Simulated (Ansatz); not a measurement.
Theory: DFT PBE, scalar-relativistic, plane waves, PAW in Ansatz. All cells share a 420 eV cutoff and Γ-centred k meshes spaced at most about 0.3 Å⁻¹ (about 0.25 or finer for metals, 2π included). No spin polarisation.

Temperature and zero-point effects are left out.

Task: Order these relaxed structures of InGa3AsP by energy, lowest first, with the energy over the lowest of them.
A.

```xyz
6
Lattice="5.2821 0.0000 0.0000 -2.6411 4.5744 0.0000 0.0000 0.0000 5.3349" Properties=species:S:1:pos:R:3 pbc="T T T"
In    0.0000    0.0000    0.0000
Ga    0.0000    1.5464    2.6675
Ga    1.3018    3.8012    2.6675
Ga   -1.3018    3.8012    2.6675
P     0.0000    3.0496    0.0000
As    2.6411    1.5248    0.0000
```

B.

```xyz
6
Lattice="6.4207 0.0000 0.0000 -3.2104 5.5605 0.0000 0.0000 0.0000 3.7547" Properties=species:S:1:pos:R:3 pbc="T T T"
In    3.2104    1.8535    0.0000
Ga    1.6589    4.6648    1.8774
Ga   -1.6589    4.6648    1.8774
Ga    0.0000    1.7914    1.8774
P     0.0000    0.0000    0.0000
As    0.0000    3.7070    0.0000
```

Result: B (0 meV/atom), A (259 meV/atom). Forms: B P-6m2; A P-6m2. Both come from invented guesses. Even the lowest of the cells shown lies +0.11 eV/atom against the elements.

Cells relaxed within their symmetry can be saddle points. Some structure types and database cells were kept out of the candidates from the start, so a known form may be missing.
